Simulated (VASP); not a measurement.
# A vacancy on the Nb site in NbSi2

Aim: the formation energy and local structure of a vacancy on the Nb site in NbSi2. The start is a cell from a database of measured crystal structures.

Program: VASP 6.6.1. Level of theory: PBE; plane waves and PAW (Nb_pv, Si), in the first sound run; inputs show where later runs differ. Results are calculated unless marked as measured.

Report form: the programs' logs are mostly left out.

**1. The host crystal**

The structure is hexagonal, space group P6_222 (No. 180). Conventional cell: a = 4.819 Å, b = 4.819 Å, c = 6.592 Å, α = 90.00°, β = 90.00°, γ = 120.00°. Nearest to Nb lie 10 Si at 2.62 to 2.84 Å. Si has 5 Si at 2.57 to 2.84 Å and 5 Nb at 2.62 to 2.84 Å nearest. Farther neighbours are not listed.

**2. The host at zero pressure**

The later steps need the crystal at this functional's own lattice; a raised cutoff keeps the stress reliable while the cell changes.

INCAR reads:

```
SYSTEM = NbSi2
PREC = Normal
ENCUT = 350
EDIFF = 1E-05
NELM = 120
ISMEAR = 0
SIGMA = 0.05
LREAL = Auto
ALGO = Fast
GGA = PE
NBANDS = 37
LASPH = .TRUE.
LORBIT = 11
LWAVE = .FALSE.
LCHARG = .FALSE.
KPAR = 4
IBRION = 2
NSW = 40
ISIF = 3
EDIFFG = -0.03
POTIM = 0.4
```

POSCAR reads:

```
NbSi2
1.0
    4.8190000000      0.0000000000      0.0000000000
   -2.4095000000      4.1733764208      0.0000000000
    0.0000000000      0.0000000000      6.5920000000
Nb Si
3 6
Direct
    0.0000000000      0.5000000000      0.1666666667
    0.5000000000      0.5000000000      0.8333333333
    0.5000000000      0.0000000000      0.5000000000
    0.3198000000      0.1599000000      0.1666666667
    0.1599000000      0.8401000000      0.8333333333
    0.8401000000      0.6802000000      0.5000000000
    0.6802000000      0.8401000000      0.1666666667
    0.8401000000      0.1599000000      0.8333333333
    0.1599000000      0.3198000000      0.5000000000
```

KPOINTS reads:

```
Automatic mesh
0
Gamma
4 4 3
0 0 0
```

The projector-augmented-wave data sets are Nb_pv and Si (PBE family, release 64).

The run is started by

```sh
> mpirun -np 4 vasp_std
```

It took 16 s on 4 MPI ranks of Intel Xeon Platinum 8259CL at 2.50GHz (Skylake/Cascade Lake), shared host; peak memory 0.59 GiB; 61 s of CPU time.

This run has no spin polarisation. Its electron count is odd, so without a moment it is a metal by construction. The k-mesh is coarse for a metal. The run keeps the 12 symmetry operations of its start, so it cannot find a distortion of lower symmetry.

Relaxation path:

| step | energy less that of the first step (eV) | largest force (eV/Å) | pressure (GPa) | volume (Å³) |
| --- | --- | --- | --- | --- |
| 1 | 0.0000 | 0.1304 | 0.98 | 132.58 |
| 2 | -0.0053 | 0.0406 | -1.07 | 133.97 |
| 3 | -0.0072 | 0.0727 | -0.41 | 133.48 |
| 4 | -0.0086 | 0.0275 | 0.05 | 133.11 |

| conventional cell, symmetrised | before | after | change |
| --- | --- | --- | --- |
| a (Å) | 4.819 | 4.814 | -0.1 % |
| b (Å) | 4.819 | 4.814 | -0.1 % |
| c (Å) | 6.592 | 6.633 | +0.6 % |
| volume (Å³/atom) | 14.73 | 14.79 | +0.4 % |

The relaxed structure:

```cif
data_structure
_symmetry_space_group_name_H-M 'P 1'
_symmetry_Int_Tables_number 1
_cell_length_a 4.8138
_cell_length_b 4.8138
_cell_length_c 6.6328
_cell_angle_alpha 90.000
_cell_angle_beta 90.000
_cell_angle_gamma 120.000
_cell_volume 133.11
loop_
_atom_site_label
_atom_site_type_symbol
_atom_site_fract_x
_atom_site_fract_y
_atom_site_fract_z
_atom_site_occupancy
Nb1 Nb 0.00000 0.50000 0.16667 1
Nb2 Nb 0.50000 0.50000 0.83333 1
Nb3 Nb 0.50000 0.00000 0.50000 1
Si4 Si 0.31825 0.15912 0.16667 1
Si5 Si 0.15912 0.84088 0.83333 1
Si6 Si 0.84088 0.68175 0.50000 1
Si7 Si 0.68175 0.84088 0.16667 1
Si8 Si 0.84088 0.15912 0.83333 1
Si9 Si 0.15912 0.31825 0.50000 1
```

This step gave:

| Item | Value |
| --- | --- |
| electronic cycles | 35 |
| electrons | 57 |
| free energy (TOTEN) | -67.7548 eV |
| energy at zero smearing | -67.7505 eV |
| Fermi energy | 8.829 eV |
| labelled metallic, from the levels on this mesh | yes |

The run ended after 4 ionic steps, 0.009 eV below its first step, once forces and stress met EDIFFG = -0.03.

**3. The perfect supercell**

System of this step: NbSi2. The structure is hexagonal, space group P6_222 (No. 180). Conventional cell: a = 4.814 Å, b = 4.814 Å, c = 6.633 Å, α = 90.00°, β = 90.00°, γ = 120.00°. Nearest to Nb lie 10 Si at 2.63 to 2.84 Å. Nb has 10 Si at 2.63 to 2.84 Å nearest. Nearest to Si lie 5 Si at 2.58 to 2.84 Å and 5 Nb at 2.63 to 2.84 Å. Si has 5 Si at 2.58 to 2.84 Å and 5 Nb at 2.63 to 2.84 Å nearest. Farther neighbours are not listed.

The same cell, mesh and cutoff without the defect give the energy to subtract and, in a gapped host, the band edges to count from, so that most errors cancel.

INCAR reads:

```
SYSTEM = NbSi2
PREC = Normal
ENCUT = 300
EDIFF = 1E-05
NELM = 120
ISMEAR = 1
SIGMA = 0.2
LREAL = Auto
ALGO = Fast
GGA = PE
NBANDS = 140
LASPH = .TRUE.
LORBIT = 11
LWAVE = .FALSE.
LCHARG = .FALSE.
KPAR = 4
```

POSCAR reads:

```
NbSi2
1.0
   -7.2206827098      4.1688631062      6.6328203778
    7.2206827098     -4.1688631062      6.6328203778
    2.4068942366      4.1688631062     -6.6328203778
Nb Si
12 24
Direct
    0.3333333333      0.0833333333      0.2500000000
    0.8333333333      0.5833333333      0.2500000000
    0.8333333334      0.0833333334      0.7500000000
    0.3333333333      0.5833333333      0.7500000000
    0.6666666666      0.6666666666      0.5000000000
    0.1666666667      0.1666666667      0.5000000000
    0.1666666667      0.6666666666      0.0000000000
    0.6666666666      0.1666666666      0.0000000000
    0.2500000000      0.5000000000      0.2500000000
    0.7500000000      0.0000000000      0.2500000000
    0.7500000000      0.5000000000      0.7500000000
    0.2500000000      0.0000000000      0.7500000000
    0.1628945865      0.2424558397      0.2386837596
    0.6628945865      0.7424558398      0.2386837596
    0.6628945865      0.2424558398      0.7386837596
    0.1628945865      0.7424558397      0.7386837596
    0.8371054134      0.4962279198      0.5000000000
    0.3371054135      0.9962279198      0.5000000000
    0.3371054134      0.4962279198      0.0000000000
    0.8371054134      0.9962279198      0.0000000000
    0.5908774936      0.6704387468      0.7613162404
    0.0908774936      0.1704387468      0.7613162404
    0.0908774936      0.6704387468      0.2613162404
    0.5908774936      0.1704387468      0.2613162404
    0.5037720802      0.4242108269      0.7613162404
    0.0037720801      0.9242108269      0.7613162404
    0.0037720801      0.4242108269      0.2613162404
    0.5037720801      0.9242108269      0.2613162404
    0.4962279198      0.8371054134      0.5000000000
    0.9962279198      0.3371054134      0.5000000000
    0.9962279198      0.8371054134      0.0000000000
    0.4962279198      0.3371054134      0.0000000000
    0.4091225064      0.3295612532      0.2386837596
    0.9091225064      0.8295612532      0.2386837596
    0.9091225064      0.3295612532      0.7386837596
    0.4091225064      0.8295612532      0.7386837596
```

KPOINTS reads:

```
Automatic mesh
0
Gamma
5 5 5
0 0 0
```

The run is started by

```sh
> mpirun -np 4 vasp_std
```

Wall time 6.1 min (4 MPI ranks); peak memory 2.6 GiB; 24 min of CPU time.

This step gave:

* electronic cycles: 20
* electrons: 228
* free energy (TOTEN): -270.9719 eV
* energy at zero smearing: -270.9692 eV
* Fermi energy: 8.720 eV

The host is treated as a metal, as its relaxation found a gap under 0.3 eV or none, and only the neutral defect is run.

**4. Reference Nb**

This step: PBE; plane waves and PAW (Nb_pv) (VASP 6.6.1).

System of this step: Nb. Symmetry: Im-3m, No. 229, cubic system. Conventional cell: a = 3.300 Å, b = 3.300 Å, c = 3.300 Å, α = 90.00°, β = 90.00°, γ = 90.00°. Nearest to Nb lie 8 Nb at 2.86 Å.

The reference for Nb is its crystal, relaxed at the cutoff of the large cell.

INCAR reads:

```
SYSTEM = Nb
PREC = Normal
ENCUT = 300
EDIFF = 1E-05
NELM = 120
ISMEAR = 1
SIGMA = 0.1
LREAL = Auto
ALGO = Fast
GGA = PE
NBANDS = 11
LASPH = .TRUE.
LORBIT = 11
LWAVE = .FALSE.
LCHARG = .FALSE.
KPAR = 4
IBRION = 2
NSW = 25
ISIF = 3
EDIFFG = -0.02
POTIM = 0.4
```

POSCAR reads:

```
Nb
1.0
   -1.6500000000      1.6500000000      1.6500000000
    1.6500000000     -1.6500000000      1.6500000000
    1.6500000000      1.6500000000     -1.6500000000
Nb
1
Direct
    0.0000000000      0.0000000000      0.0000000000
```

KPOINTS reads:

```
Automatic mesh
0
Gamma
11 11 11
0 0 0
```

The projector-augmented-wave data sets are Nb_pv (PBE family, release 64).

The run is started by

```sh
> mpirun -np 4 vasp_std
```

It took 5 s on 4 MPI ranks; peak memory 0.4 GiB; 17 s of CPU time.

The run keeps the 48 symmetry operations of its start, so it cannot find a distortion of lower symmetry.

The steps of the relaxation:

| step | energy less that of the first step (eV) | largest force (eV/Å) | pressure (GPa) | volume (Å³) |
| --- | --- | --- | --- | --- |
| 1 | 0.0000 | 0.0000 | 3.62 | 17.97 |
| 2 | 0.0031 | 0.0000 | -4.52 | 18.83 |
| 3 | -0.0040 | 0.0000 | -0.13 | 18.33 |

| conventional cell, symmetrised | before | after | change |
| --- | --- | --- | --- |
| a (Å) | 3.300 | 3.322 | +0.7 % |
| b (Å) | 3.300 | 3.322 | +0.7 % |
| c (Å) | 3.300 | 3.322 | +0.7 % |
| volume (Å³/atom) | 17.97 | 18.33 | +2.0 % |

The relaxed structure:

```
Nb
1.0
    -1.66111    1.66111    1.66111
     1.66111   -1.66111    1.66111
     1.66111    1.66111   -1.66111
Nb
1
Cartesian
  0.0000 0.0000 0.0000
```

Numbers from this step:

| Quantity | Value |
| --- | --- |
| electronic cycles | 27 |
| electrons | 11 |
| free energy (TOTEN) | -10.08 eV |
| energy at zero smearing | -10.07 eV |
| Fermi energy | 4.782 eV |

The run ended after 3 ionic steps, 0.004 eV below its first step, once forces and stress met EDIFFG = -0.02.

Energy at zero smearing: -10.07475 eV.

**5. Reference Si**

This step: PBE; plane waves and PAW (Si) (VASP 6.6.1).

System of this step: Si. It takes space group Fd-3m (No. 227, cubic). Conventional cell: a = 5.430 Å, b = 5.430 Å, c = 5.430 Å, α = 90.00°, β = 90.00°, γ = 90.00°. Nearest to Si lie 4 Si at 2.35 Å.

Si is not exchanged here; its energy serves the host's formation enthalpy.

INCAR reads:

```
SYSTEM = Si
PREC = Normal
ENCUT = 300
EDIFF = 1E-05
NELM = 120
ISMEAR = 0
SIGMA = 0.1
LREAL = Auto
ALGO = Fast
GGA = PE
NBANDS = 10
LORBIT = 11
LWAVE = .FALSE.
LCHARG = .FALSE.
KPAR = 4
LASPH = .TRUE.
IBRION = 2
NSW = 25
ISIF = 3
EDIFFG = -0.02
POTIM = 0.4
```

POSCAR reads:

```
Si
1.0
    0.0000000000      2.7150000000      2.7150000000
    2.7150000000      0.0000000000      2.7150000000
    2.7150000000      2.7150000000      0.0000000000
Si
2
Direct
    0.0000000000      0.0000000000      0.0000000000
    0.2500000000      0.2500000000      0.2500000000
```

KPOINTS reads:

```
Automatic mesh
0
Gamma
9 9 9
0 0 0
```

PAW data sets: Si (PBE family, release 64).

The run is started by

```sh
> mpirun -np 4 vasp_std
```

Elapsed: 2.8 s, on 4 MPI ranks; peak memory 0.42 GiB; 7.5 s of CPU time.

The gap is read on the k-mesh alone, so it is an upper bound where the band edges lie off the mesh.

Step by step:

| step | energy less that of the first step (eV) | largest force (eV/Å) | pressure (GPa) | volume (Å³) |
| --- | --- | --- | --- | --- |
| 1 | 0.0000 | 0.0000 | 1.80 | 40.03 |
| 2 | -0.0036 | 0.0000 | -0.64 | 41.08 |
| 3 | -0.0042 | 0.0000 | 0.00 | 40.79 |

| conventional cell, symmetrised | before | after | change |
| --- | --- | --- | --- |
| a (Å) | 5.430 | 5.464 | +0.6 % |
| b (Å) | 5.430 | 5.464 | +0.6 % |
| c (Å) | 5.430 | 5.464 | +0.6 % |
| volume (Å³/atom) | 20.01 | 20.39 | +1.9 % |

The relaxed structure:

```cif
data_structure
_symmetry_space_group_name_H-M 'P 1'
_symmetry_Int_Tables_number 1
_cell_length_a 3.8637
_cell_length_b 3.8637
_cell_length_c 3.8637
_cell_angle_alpha 60.000
_cell_angle_beta 60.000
_cell_angle_gamma 60.000
_cell_volume 40.79
loop_
_atom_site_label
_atom_site_type_symbol
_atom_site_fract_x
_atom_site_fract_y
_atom_site_fract_z
_atom_site_occupancy
Si1 Si 0.00000 0.00000 0.00000 1
Si2 Si 0.25000 0.25000 0.25000 1
```

Numbers from this step:

```yaml
electronic_cycles: 20
electrons: 8
free_energy_toten: -10.84 eV
fermi_energy: 5.950 eV
labelled_metallic_from_the_levels_on_this_mesh: no
gap_on_the_k_mesh: 0.6199 eV
least_direct_gap_on_the_k_mesh: 2.560 eV
```

The run ended after 3 ionic steps, 0.004 eV below its first step, once forces and stress met EDIFFG = -0.02.

Energy at zero smearing: -10.84425 eV.

**6. Relaxing the defect**

This step: PBE; plane waves and PAW (Nb_pv, Si) (VASP 6.6.1).

System of this step: Nb11Si24. The cell holds 35 atoms: 11 Nb and 24 Si. Cell: a = 10.654 Å, b = 10.654 Å, c = 8.196 Å, α = 120.3°, β = 120.3°, γ = 103.0°. It derives from NbSi2. Nearest the centre at fractional (0.333, 0.083, 0.250): Si23 at 2.63 Å, Si32 at 2.63 Å, Si30 at 2.63 Å, Si17 at 2.63 Å, Si27 at 2.75 Å, Si12 at 2.75 Å, Si14 at 2.75 Å, Si25 at 2.75 Å.

The host is treated as a metal, since its gap is under 0.3 eV or closed. The run keeps 2 symmetry operations, which cuts the number of k-points but bars distortions that break them. The atoms relax at the host's fixed cell.

INCAR reads:

```
SYSTEM = Nb11Si24
PREC = Normal
ENCUT = 300
EDIFF = 1E-05
NELM = 120
ISMEAR = 1
SIGMA = 0.2
LREAL = Auto
ALGO = Fast
GGA = PE
NBANDS = 136
LASPH = .TRUE.
LORBIT = 11
LWAVE = .FALSE.
LCHARG = .TRUE.
KPAR = 4
IBRION = 2
NSW = 50
ISIF = 2
EDIFFG = -0.03
POTIM = 0.4
MAXMIX = 40
ISYM = 2
```

POSCAR reads:

```
Nb11Si24
1.0
   -7.2206827098      4.1688631062      6.6328203778
    7.2206827098     -4.1688631062      6.6328203778
    2.4068942366      4.1688631062     -6.6328203778
Nb Si
11 24
Direct
    0.8333333300      0.5833333300      0.2500000000
    0.8333333300      0.0833333300      0.7500000000
    0.3333333300      0.5833333300      0.7500000000
    0.6666666700      0.6666666700      0.5000000000
    0.1666666700      0.1666666700      0.5000000000
    0.1666666700      0.6666666700      0.0000000000
    0.6666666700      0.1666666700      0.0000000000
    0.2500000000      0.5000000000      0.2500000000
    0.7500000000      0.0000000000      0.2500000000
    0.7500000000      0.5000000000      0.7500000000
    0.2500000000      0.0000000000      0.7500000000
    0.1628945900      0.2424558400      0.2386837600
    0.6628945900      0.7424558400      0.2386837600
    0.6628945900      0.2424558400      0.7386837600
    0.1628945900      0.7424558400      0.7386837600
    0.8371054100      0.4962279200      0.5000000000
    0.3371054100      0.9962279200      0.5000000000
    0.3371054100      0.4962279200      0.0000000000
    0.8371054100      0.9962279200      0.0000000000
    0.5908774900      0.6704387500      0.7613162400
    0.0908774900      0.1704387500      0.7613162400
    0.0908774900      0.6704387500      0.2613162400
    0.5908774900      0.1704387500      0.2613162400
    0.5037720800      0.4242108300      0.7613162400
    0.0037720800      0.9242108300      0.7613162400
    0.0037720800      0.4242108300      0.2613162400
    0.5037720800      0.9242108300      0.2613162400
    0.4962279200      0.8371054100      0.5000000000
    0.9962279200      0.3371054100      0.5000000000
    0.9962279200      0.8371054100      0.0000000000
    0.4962279200      0.3371054100      0.0000000000
    0.4091225100      0.3295612500      0.2386837600
    0.9091225100      0.8295612500      0.2386837600
    0.9091225100      0.3295612500      0.7386837600
    0.4091225100      0.8295612500      0.7386837600
```

KPOINTS reads:

```
Automatic mesh
0
Gamma
5 5 5
0 0 0
```

Potentials, in the order of the species: Nb_pv and Si (PBE family, release 64).

The run is started by

```sh
> mpirun -np 4 vasp_std
```

Elapsed: 47 min, on 4 MPI ranks; peak memory 3.4 GiB; 3.1 h of CPU time.

The run keeps the 2 symmetry operations of its start, so it cannot find a distortion of lower symmetry.

(Continued in part 2 of 2.)

[Lines on the potential files, build, host, timing and source positions are cut from VASP's logs without a mark.]

[Logs are printed without paths, hosts, clocks, repeated set-up lines and the standing remarks that a program may print on its own settings, such as how far it seeks lower states.]

[Hosts, paths, dates, database ids (printed as entryN), source tags and the programs' standing remarks are cut or masked in the printed files.]

[In band tables of VASP the shares of atoms and orbitals are scaled to a sum of 1 inside the atoms' spheres.]

[Runs that stopped without an error message from VASP are left out.]
